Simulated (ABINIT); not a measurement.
Planning a run of ABINIT 10.8.3 on GaP (F-43m). The input:

```
acell 3*1.0 Angstrom
rprim 
  0.000000000000 2.725250000000 2.725250000000
  2.725250000000 0.000000000000 2.725250000000
  2.725250000000 2.725250000000 0.000000000000
ntypat 2
znucl 31 15
natom 2
typat 1 2
xred 
  0.000000000000 0.000000000000 0.000000000000
  0.250000000000 0.250000000000 0.250000000000
pp_dirpath "pseudos"
pseudos "Ga.upf, P.upf"
ecut 45
ngkpt 4 4 4
nshiftk 1
shiftk 0 0 0
kptopt 1
chksymbreak 0
istwfk *1
occopt 1
irdwfk 1
optdriver 3
nband 72
ecuteps 8.4
inclvkb 2
awtr 1
symchi 1
gwcomp 1
gwencomp 3
indata_prefix "in"
outdata_prefix "out"
tmpdata_prefix "tmp"
```

```sh
OMP_NUM_THREADS=1 mpirun -n 8 abinit run.abi > log
```

Question: Estimate wall time and host memory on 8 MPI ranks of Arm Neoverse V2, shared host.

It took 97 s; on shared hardware allow 48 s to 3.2 min. Peak host memory was 1.6 GiB.

[Paths, hosts, dates, memory and timing lines, banners, echoed tables and standing remarks are left out of the program output.]

[Logs are printed without paths, hosts, clocks, repeated set-up lines and the standing remarks that a program may print on its own settings, such as how far it seeks lower states.]

[Runs of the session that timed out or met a known fault of the program may be left out.]

[Hosts, paths, dates, database ids (printed as entryN), source tags and the programs' standing remarks are cut or masked in the printed files.]

[G0W0 gaps are taken among the corrected bands and points alone; a level outside them can change the order at an edge.]

[Where Ansatz stands beside ABINIT at settings called matched, ABINIT's density can come from a denser mesh and the files from another edition; pairs whose starting gaps differed by over 0.03 eV were left out, so agreement reads better than it is.]
